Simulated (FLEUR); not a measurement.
# TiB2 (P6/mmm) in FLEUR: further runs

The runs below take TiB2 through band structure, equation of state, with PBE.

All numbers are computed with FLEUR MaX-R8.1 (later development tree); they aren't measurements. Logs are shortened: lines on timing, memory, paths and dates and some standing lists are left out, and cuts for length are marked.

**1. The structure**

It takes space group P6/mmm (No. 191, hexagonal). Conventional cell: a = 3.029 Å, b = 3.029 Å, c = 3.228 Å, α = 90.00°, β = 90.00°, γ = 120.00°. Around Ti (site symmetry 6/mmm) lie 12 B at 2.38 Å. Around B (site symmetry -6m2) lie 3 B at 1.75 Å.

**2. Band structure, PBE**

inp.xml

```xml
<?xml version="1.0" encoding="UTF-8" standalone="no"?>
<fleurInput fleurInputVersion="0.39">
   <comment>
      TiB2                                                                                                
   </comment>
   <calculationSetup>
      <cutoffs Kmax="4.71" Gmax="14.6" GmaxXC="14.6" numbands="0"/>
      <scfLoop itmax="60" minDistance="0.00001" maxIterBroyd="15" imix="Anderson" alpha="0.05" precondParam="0.0" spinf="2.0" sdNocoIR="T"/>
      <coreElectrons ctail="T" frcor="F" kcrel="0" coretail_lmax="0"/>
      <xcFunctional name="pbe" relativisticCorrections="F"/>
      <magnetism jspins="1"/>
      <soc l_soc="F" theta="0.0" phi="0.0" spav="F"/>
      <expertModes spex="0" secvar="F"/>
      <geometryOptimization l_f="F" forcealpha="1.0" forcemix="BFGS" epsdisp="0.00001" epsforce="0.00001"/>
      <ldaU l_linMix="F" mixParam="0.05" spinf="1.0"/>
   </calculationSetup>
   <cell>
      <bzIntegration valenceElectrons="18.0" mode="hist" fermiSmearingEnergy="0.00183747">
         <kPointListSelection listName="default-1"/>
         <!-- k-points included here -->
         <xi:include xmlns:xi="http://www.w3.org/2001/XInclude" href="kpts.xml"> </xi:include>
      </bzIntegration>
      <!-- symmetry operations included here -->
      <xi:include xmlns:xi="http://www.w3.org/2001/XInclude" href="sym.xml"> </xi:include>
      <bulkLattice scale="1.0">
[... 32 lines left out ...]
         </electronConfig>
         <energyParameters s="2" p="2" d="3" f="4"/>
         <lo type="SCLO" l="0" n="2" eDeriv="2"/>
         <lo type="SCLO" l="1" n="2" eDeriv="2"/>
         <lo type="SCLO" l="2" n="3" eDeriv="2"/>
      </species>
   </atomSpecies>
   <atomGroups>
      <atomGroup species="Titanium (Ti)">
         <relPos label="                   1">.0000000000 .0000000000 .0000000000</relPos>
         <force calculate="T" relaxXYZ="TTT"/>
      </atomGroup>
      <atomGroup species="Boron (B)">
         <relPos label="                   2">-1.000/3.000 1.000/3.000 1.000/2.000</relPos>
         <relPos label="                   3">1.000/3.000 -1.000/3.000 1.000/2.000</relPos>
         <force calculate="T" relaxXYZ="TTT"/>
      </atomGroup>
   </atomGroups>
   <output dos="F" band="F" slice="F">
      <checks vchk="F" cdinf="F"/>
      <bandDOS minEnergy="-.5*Htr" maxEnergy="0.5*Htr" sigma="0.015" storeEVData="T"/>
      <vacuumDOS vacdos="F" integ="F" star="F" nstars="0" locx1="0.0" locy1="0.0" locx2="0.0" locy2="0.0" nstm="0" tworkf="0.0"/>
      <unfoldingBand unfoldBand="F" supercellX="1" supercellY="1" supercellZ="1"/>
      <plotting iplot="0" polar="F">
         <plot TwoD="T" vec1="  1.0  0.0  0.0" vec2="  0.0  1.0  0.0" vec3="  0.0  0.0  1.0" zero="  0.0  0.0  0.0" file="plot"/>
      </plotting>
      <chargeDensitySlicing numkpt="0" minEigenval="0.0" maxEigenval="0.0" nnne="0" pallst="F"/>
      <specialOutput eonly="F"/>
      <moessbauerParams electricFieldGradient="T" isomerShift="T" coreHyperfine="T" valenceHyperfine="T"/>
      <magneticCircularDichroism mcd="F" energyLo="-10.0" energyUp="0.0"/>
   </output>
  <!-- We include the file relax.xml here to enable relaxations (see documentation) -->
  <xi:include xmlns:xi="http://www.w3.org/2001/XInclude" href="relax.xml"> <xi:fallback/> </xi:include>
</fleurInput>
```

crystal.txt

```
TiB2
&input cartesian=F /
3.0292000000  0.0000000000  0.0000000000
-1.5146000000  2.6233641531  0.0000000000
0.0000000000  0.0000000000  3.2284000000
1.8897261246
1.0 1.0 1.0

3
22 0.0000000000  0.0000000000  0.0000000000
5 0.6666666667  0.3333333333  0.5000000000
5 0.3333333333  0.6666666667  0.5000000000

&kpt div1=10 div2=10 div3=8 gamma=T /
```

inp.xml (bands)

```
<?xml version="1.0" encoding="UTF-8" standalone="no"?>
<fleurInput fleurInputVersion="0.39">
   <comment>
      TiB2                                                                                                
   </comment>
   <calculationSetup>
      <cutoffs Kmax="4.71" Gmax="14.6" GmaxXC="14.6" numbands="0"/>
      <scfLoop itmax="60" minDistance="0.00001" maxIterBroyd="15" imix="Anderson" alpha="0.05" precondParam="0.0" spinf="2.0" sdNocoIR="T"/>
      <coreElectrons ctail="T" frcor="F" kcrel="0" coretail_lmax="0"/>
      <xcFunctional name="pbe" relativisticCorrections="F"/>
      <magnetism jspins="1"/>
      <soc l_soc="F" theta="0.0" phi="0.0" spav="F"/>
      <expertModes spex="0" secvar="F"/>
      <geometryOptimization l_f="F" forcealpha="1.0" forcemix="BFGS" epsdisp="0.00001" epsforce="0.00001"/>
      <ldaU l_linMix="F" mixParam="0.05" spinf="1.0"/>
   </calculationSetup>
   <cell>
      <bzIntegration valenceElectrons="18.0" mode="hist" fermiSmearingEnergy="0.00183747">
         <kPointListSelection listName="path-1"/>
         <!-- k-points included here -->
         <xi:include xmlns:xi="http://www.w3.org/2001/XInclude" href="kpts.xml"> </xi:include>
      </bzIntegration>
      <!-- symmetry operations included here -->
      <xi:include xmlns:xi="http://www.w3.org/2001/XInclude" href="sym.xml"> </xi:include>
      <bulkLattice scale="1.0">
         <bravaisMatrix>
[... 31 lines left out ...]
         </electronConfig>
         <energyParameters s="2" p="2" d="3" f="4"/>
         <lo type="SCLO" l="0" n="2" eDeriv="2"/>
         <lo type="SCLO" l="1" n="2" eDeriv="2"/>
         <lo type="SCLO" l="2" n="3" eDeriv="2"/>
      </species>
   </atomSpecies>
   <atomGroups>
      <atomGroup species="Titanium (Ti)">
         <relPos label="                   1">.0000000000 .0000000000 .0000000000</relPos>
         <force calculate="T" relaxXYZ="TTT"/>
      </atomGroup>
      <atomGroup species="Boron (B)">
         <relPos label="                   2">-1.000/3.000 1.000/3.000 1.000/2.000</relPos>
         <relPos label="                   3">1.000/3.000 -1.000/3.000 1.000/2.000</relPos>
         <force calculate="T" relaxXYZ="TTT"/>
      </atomGroup>
   </atomGroups>
   <output dos="F" band="T" slice="F">
      <checks vchk="F" cdinf="F"/>
      <bandDOS minEnergy="-.5*Htr" maxEnergy="0.5*Htr" sigma="0.015" storeEVData="T"/>
      <vacuumDOS vacdos="F" integ="F" star="F" nstars="0" locx1="0.0" locy1="0.0" locx2="0.0" locy2="0.0" nstm="0" tworkf="0.0"/>
      <unfoldingBand unfoldBand="F" supercellX="1" supercellY="1" supercellZ="1"/>
      <plotting iplot="0" polar="F">
         <plot TwoD="T" vec1="  1.0  0.0  0.0" vec2="  0.0  1.0  0.0" vec3="  0.0  0.0  1.0" zero="  0.0  0.0  0.0" file="plot"/>
      </plotting>
      <chargeDensitySlicing numkpt="0" minEigenval="0.0" maxEigenval="0.0" nnne="0" pallst="F"/>
      <specialOutput eonly="F"/>
      <moessbauerParams electricFieldGradient="T" isomerShift="T" coreHyperfine="T" valenceHyperfine="T"/>
      <magneticCircularDichroism mcd="F" energyLo="-10.0" energyUp="0.0"/>
   </output>
  <!-- We include the file relax.xml here to enable relaxations (see documentation) -->
  <xi:include xmlns:xi="http://www.w3.org/2001/XInclude" href="relax.xml"> <xi:fallback/> </xi:include>
</fleurInput>
```

Potentials or basis: all-electron, FLAPW.

Command:

```sh
$ inpgen -f crystal.txt -profile fastHighL
$ # inp.xml edited to the form shown
$ fleur_MPI
$ fleur_MPI   # second run, on inp.xml (bands)
```

Output:

```text
Welcome to FLEUR        (www.flapw.de)
      MaX-Release 8.1          (www.max-centre.eu)

 ========== k-point set info ==========
 Selected k-point list: default-1
 k-point list type: mesh
 10 x 10 x 8
 Number of k points: 70

 ------------Calculation Setup---------------------------
 Number of MPI-tasks      :            1
 Number of PE/node        :            1
 Number of OMP-threads    :            1
 Most efficient MPI parallelization for:
           1           2           5           7          10          14          35          70
 Additional eigenvalue parallelization possible
 Number of basis functions:          432
 Approximate size of matrices (H+S) per k-point:         0.003 GB
 --------------------------------------------------------
Nuclear radius smaller than smallest radial mesh point for atom type 2 -- skipping its core isomer shift
Nuclear radius smaller than smallest radial mesh point for atom type 2 -- skipping its isomer shift
 Iteration:     1   Distance:      20.42119450 me/bohr^3
Nuclear radius smaller than smallest radial mesh point for atom type 2 -- skipping its core isomer shift
Nuclear radius smaller than smallest radial mesh point for atom type 2 -- skipping its isomer shift
 Iteration:     2   Distance:      17.55372128 me/bohr^3
Nuclear radius smaller than smallest radial mesh point for atom type 2 -- skipping its core isomer shift
Nuclear radius smaller than smallest radial mesh point for atom type 2 -- skipping its isomer shift
 Iteration:     3   Distance:       7.86931462 me/bohr^3
Nuclear radius smaller than smallest radial mesh point for atom type 2 -- skipping its core isomer shift
Nuclear radius smaller than smallest radial mesh point for atom type 2 -- skipping its isomer shift
 Iteration:     4   Distance:       7.33721935 me/bohr^3
Nuclear radius smaller than smallest radial mesh point for atom type 2 -- skipping its core isomer shift
Nuclear radius smaller than smallest radial mesh point for atom type 2 -- skipping its isomer shift
 Iteration:     5   Distance:       1.44197486 me/bohr^3
Nuclear radius smaller than smallest radial mesh point for atom type 2 -- skipping its core isomer shift
Nuclear radius smaller than smallest radial mesh point for atom type 2 -- skipping its isomer shift
 Iteration:     6   Distance:       0.94654329 me/bohr^3
Nuclear radius smaller than smallest radial mesh point for atom type 2 -- skipping its core isomer shift
Nuclear radius smaller than smallest radial mesh point for atom type 2 -- skipping its isomer shift
 Iteration:     7   Distance:       0.21780693 me/bohr^3
Nuclear radius smaller than smallest radial mesh point for atom type 2 -- skipping its core isomer shift
Nuclear radius smaller than smallest radial mesh point for atom type 2 -- skipping its isomer shift
 Iteration:     8   Distance:       0.02769638 me/bohr^3
Nuclear radius smaller than smallest radial mesh point for atom type 2 -- skipping its core isomer shift
Nuclear radius smaller than smallest radial mesh point for atom type 2 -- skipping its isomer shift
 Iteration:     9   Distance:       0.02392449 me/bohr^3
Nuclear radius smaller than smallest radial mesh point for atom type 2 -- skipping its core isomer shift
Nuclear radius smaller than smallest radial mesh point for atom type 2 -- skipping its isomer shift
 Iteration:    10   Distance:       0.00383682 me/bohr^3
Nuclear radius smaller than smallest radial mesh point for atom type 2 -- skipping its core isomer shift
Nuclear radius smaller than smallest radial mesh point for atom type 2 -- skipping its isomer shift
 Iteration:    11   Distance:       0.00437795 me/bohr^3
Nuclear radius smaller than smallest radial mesh point for atom type 2 -- skipping its core isomer shift
Nuclear radius smaller than smallest radial mesh point for atom type 2 -- skipping its isomer shift
 Iteration:    12   Distance:       0.00089126 me/bohr^3
Nuclear radius smaller than smallest radial mesh point for atom type 2 -- skipping its core isomer shift
Nuclear radius smaller than smallest radial mesh point for atom type 2 -- skipping its isomer shift
 Iteration:    13   Distance:       0.00069696 me/bohr^3
Nuclear radius smaller than smallest radial mesh point for atom type 2 -- skipping its core isomer shift
Nuclear radius smaller than smallest radial mesh point for atom type 2 -- skipping its isomer shift
 Iteration:    14   Distance:       0.00001678 me/bohr^3
Nuclear radius smaller than smallest radial mesh point for atom type 2 -- skipping its core isomer shift
Nuclear radius smaller than smallest radial mesh point for atom type 2 -- skipping its isomer shift
 Iteration:    15   Distance:       0.00000697 me/bohr^3

 ********************************************************************
 Run finished successfully
 Stop message:
   all done
 ********************************************************************
```

Run time: 54 s. Hardware: 1 thread of Arm Neoverse V2, shared host; peak memory 0.07 GiB.

Results:

- Free energy: -24589.1614 eV
- Band gap along the path: none (metal or under the smearing width)
- Valence electrons inside the program's atomic spheres: Ti 11.42; B 1.46 (radii Ti 2.64, B 1.53 bohr)

Levels at the corners of the path, in eV from the Fermi level:
```csv
point,band 7,band 8,band 9,band 10,band 11,band 12
Γ,-2.55,-2.27,-2.06,1.96,1.96,3.71
M,-3.21,-3.17,-2.21,1.40,2.80,3.28
K,-7.29,-1.81,-1.81,1.42,1.42,2.06
Γ,-2.55,-2.27,-2.06,1.96,1.96,3.71
A,-0.50,-0.50,-0.12,-0.12,0.49,0.49
L,-4.58,-3.77,-3.09,2.55,2.98,4.53
H,-5.67,-3.11,-3.11,2.57,4.30,4.30
A,-0.50,-0.50,-0.12,-0.12,0.49,0.49
L,-4.58,-3.77,-3.09,2.55,2.98,4.53
M,-3.21,-3.17,-2.21,1.40,2.80,3.28
K,-7.29,-1.81,-1.81,1.42,1.42,2.06
H,-5.67,-3.11,-3.11,2.57,4.30,4.30
```

Core levels (eV from the Fermi level):
```
atom                                                   levels
1 Ti  1s1/2 -4862.2, 2s1/2 -531.2, 2p1/2 -442.3, 2p3/2 -436.5
 2 B                                             1s1/2 -172.9
 3 B                                             1s1/2 -172.9
```

(Part 1 of 2 ends here.)
